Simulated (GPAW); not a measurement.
Wanted: an ASE script for a GPAW 26.7.0 run.

- Task: phonons
- Functional: PBEsol
- Dispersion: D3(BJ)
- Potentials or basis: PAW data sets generated in the run's folder for this functional
- Cutoff: 510 eV
- Basis: pw
- k mesh: 11 × 11 × 11
- Occupations: fermi-dirac, width 0.05 eV
- Spin: no spin polarisation
- Maxiter: 150
- Convergence: density=1e-06 eigenstates=1e-09
- Supercell: 2 × 2 × 2
- Supercell k mesh: 6 × 6 × 6
- Displacement: 0.01
- Relaxed first: none
- Band path: GXWKGLUWLK,UX

Crystal: Al.

```
Al
1.0
     0.00000    2.02481    2.02481
     2.02481    0.00000    2.02481
     2.02481    2.02481    0.00000
Al
1
Direct
  0.00000 0.00000 0.00000
```

The input as run:

run.py

```python
import json
import numpy as np
from ase import Atoms
from ase.calculators.mixing import SumCalculator
from ase.io import write
from ase.spacegroup import crystal
from dftd3.ase import DFTD3
from phonopy import Phonopy
from phonopy.structure.atoms import PhonopyAtoms
from gpaw import GPAW, PW, setup_paths

setup_paths.insert(0, '.')

# Al 4a
atoms = crystal(['Al'],
                basis=[[0.0, 0.0, 0.0]],
                spacegroup=225, setting=1,  # Fm-3m
                cellpar=[4.04961, 4.04961, 4.04961, 90.0, 90.0, 90.0],
                primitive_cell=True)

calc = GPAW(mode=PW(510),
            xc='PBEsol',
            kpts={'size': (11, 11, 11), 'gamma': True},
            occupations={'name': 'fermi-dirac', 'width': 0.05},
            nbands=7,
            convergence={'density': 1e-06, 'eigenstates': 1e-09},
            maxiter=150,
            txt='gpaw.txt')
atoms.calc = SumCalculator([calc, DFTD3(method='pbesol', damping='d3bj')])
energy = atoms.get_potential_energy()
forces = atoms.get_forces()
stress = atoms.get_stress()
calc.write('gs.gpw')
write('result.traj', atoms)
print('Cell:', atoms.cell.cellpar().round(4))
print(atoms.get_scaled_positions().round(5))

def force_constants(scale):
    unit = PhonopyAtoms(symbols=atoms.get_chemical_symbols(), cell=atoms.cell[:] * scale**(1 / 3),
                        scaled_positions=atoms.get_scaled_positions())
    ph = Phonopy(unit, supercell_matrix=np.diag([2, 2, 2]), primitive_matrix=np.eye(3), symprec=1e-4)
    ph.generate_displacements(distance=0.01)
    forces = []
    for i, sc in enumerate(ph.supercells_with_displacements):
        a = Atoms(sc.symbols, cell=sc.cell, scaled_positions=sc.scaled_positions, pbc=True)
        c = GPAW(mode=PW(510),
                 xc='PBEsol',
                 kpts={'size': (6, 6, 6), 'gamma': True},
                 occupations={'name': 'fermi-dirac', 'width': 0.05},
                 nbands=26,
                 convergence={'density': 1e-06, 'eigenstates': 1e-09},
                 maxiter=150,
                 txt=f'disp-{scale:.3f}-{i:02d}.txt')
        a.calc = SumCalculator([c, DFTD3(method='pbesol', damping='d3bj')])
        f = a.get_forces()
        forces.append(f - f.mean(axis=0))
        print(f'displacement {i}: drift', f.mean(axis=0).round(5), flush=True)
    ph.forces = forces
    ph.produce_force_constants()
    ph.symmetrize_force_constants()
    return ph

qpoints = [[0.0, 0.0, 0.0], [0.0, 0.0, 0.5], [0.0, 0.5, 0.0], [0.0, 0.5, 0.5], [0.5, 0.0, 0.0], [0.5, 0.0, 0.5], [0.5, 0.5, 0.0], [0.5, 0.5, 0.5]]
results = {}
for scale in [1.0]:
    ph = force_constants(scale)
    ph.run_qpoints(qpoints)
    nu = ph.qpoints.frequencies * 33.35641  # THz to cm^-1
    results[f'{scale:.3f}'] = nu.tolist()
    for qp, f in zip(qpoints, nu):
        print(scale, np.round(qp, 4), f.round(2))

path = atoms.cell.bandpath('GXWKGLUWLK,UX', npoints=60, eps=1e-4)
ph.run_qpoints(path.kpts)
results['path'] = (ph.qpoints.frequencies * 33.35641).tolist()
results['path_q'] = path.kpts.tolist()
x, ticks, names = path.get_linear_kpoint_axis()
results['axis'] = [x.tolist(), list(ticks), names]
ph.run_mesh([15, 15, 15], is_gamma_center=True)
ph.run_thermal_properties(temperatures=[0, 100, 200, 300, 500, 800], cutoff_frequency=0.05)
tp = ph.thermal_properties
results['thermal'] = [list(v) for v in (tp.temperatures, tp.free_energy, tp.entropy, tp.heat_capacity)]
for t, fv, s, cv in zip(*results['thermal']):
    print(f'{t:6.0f} K  F {fv:9.4f} kJ/mol  S {s:9.4f} J/K/mol  Cv {cv:9.4f} J/K/mol')
json.dump(results, open('phonons.json', 'w'))
```

Potentials or basis: PAW data sets generated in the run's folder for this functional, pw.

Launch:

```console
$ gpaw-setup -f PBEsol Al
$ OMP_NUM_THREADS=1 python run.py
```

Results of the run:

```yaml
Pressure: -4.9 GPa
Band_gap_on_the_k_mesh: none (metal or under the smearing width)
Highest_phonon_frequency: 337 cm⁻¹
Dispersion_energy_per_atom: -0.315 eV
```

Caveat: the cell is more than 3 GPa from zero pressure, which shifts response properties; the cutoff is short for stress and forces, so pressures can be off by a GPa or more; phonon bands are interpolated from a small supercell; pairwise dispersion overbinds metals, which lowers pressure and volume.

It took 81 s on 1 thread of Arm Neoverse V2, with other jobs on the host, peak memory 0.3 GiB.
